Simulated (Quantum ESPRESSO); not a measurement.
**Ge: zone-centre phonons under several settings**

```
Ge
1.0
     3.99759    0.00000    0.00000
    -1.99879    3.46201    0.00000
     0.00000    0.00000    6.59938
Ge
4
Direct
  0.33333 0.66667 0.93710
  0.66667 0.33333 0.43710
  0.33333 0.66667 0.56290
  0.66667 0.33333 0.06290
```

This isn't the form of Ge at room conditions, which is diamond.

All runs used Quantum ESPRESSO 7.5; potentials GBRV 1.5 PBEsol; given cell; no spin polarisation; cutoff 612 eV; occupations fermi-dirac, width 0.05 eV.

```csv
level,k mesh (s: shifted),pressure (GPa),lowest optical mode without the field (cm⁻¹),highest optical mode without the field (cm⁻¹)
PBEsol,2 × 2 × 2s,3.6,44i,307
PBEsol,6 × 6 × 4s,?,?,?
```

**Question.** What stands in the row left open?

**Answer.** Pressure -0.2 GPa; lowest optical mode without the field 48 cm⁻¹; highest optical mode without the field 286 cm⁻¹.

Values marked i are imaginary: the cell is unstable against those modes at that level, or the meshes are too thin.

Caveats: some runs use coarse meshes; the mesh is thin for the phonons of a metal; the atoms weren't relaxed first, which shifts the frequencies (some runs); some modes are imaginary (some runs); the cell is more than 3 GPa from zero pressure, which shifts response properties (some runs).

For the row left open. Caveat: the k mesh is coarse; the mesh is thin for the phonons of a metal.
